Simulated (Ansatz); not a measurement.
# Ni3Ge in Ansatz: convergence with ecutrho ratio

Input of the first run (ecutrho ratio 4); the others differ in this setting and in those tied to it:

The input input.yaml:

```yaml
crystal:
  lattice:
    - [3.5303341067, 0.0, 0.0]
    - [0.0, 3.5303341067, 0.0]
    - [0.0, 0.0, 3.5303341067]
  atoms:
    - { symbol: Ge, position: [0.0, 0.0, 0.0] }
    - { symbol: Ni, position: [0.5, 0.5, 0.0], spin: 1.0 }
    - { symbol: Ni, position: [0.0, 0.5, 0.5], spin: 1.0 }
    - { symbol: Ni, position: [0.5, 0.0, 0.5], spin: 1.0 }
hamiltonian:
  xc: pbesol
  pseudopotentials: { kind: paw, level: accurate }
magnetization:
  spin_polarized: true
kpoints:
  mp_grid: { grid: [6, 6, 6] }
scf:
  occupations: { method: methfessel_paxton, width: 0.05 }
output:
  forces: true
  stress: true
  eigenvalues: true
basis:
  ecutrho_ratio: 4
```

Potentials or basis: Ansatz PAW earlier set.

Launch:

```sh
$ ansatz run input.yaml --threads 2 --pin off --max-ram 5632MiB --backend cpu --events-out ev --progress --plain --runs-dir out
```

The cell comes from a database or a generator and needn't be the stable form of this composition.

Hardware: 2 threads of Arm Neoverse V1, on a shared host.

```tsv
ecutrho ratio	energy less the tightest run, at zero smearing (meV/atom)	SCF cycles	CPU time (s)	peak memory (GiB)
4	0.00	19	57	0.62
5	0.00	19	57	0.67
6	0.00	19	58	0.69
8	0.00	19	59	0.78
10	0.00	19	60	0.87
12	0.00	19	64	1.1
```

Against the tightest run, the energy stays within 1 meV/atom from 4 on. The tightest run that finished is the yardstick and may itself not be fully converged.

Caveat, for the tightest run too: the starting moments weren't kept.
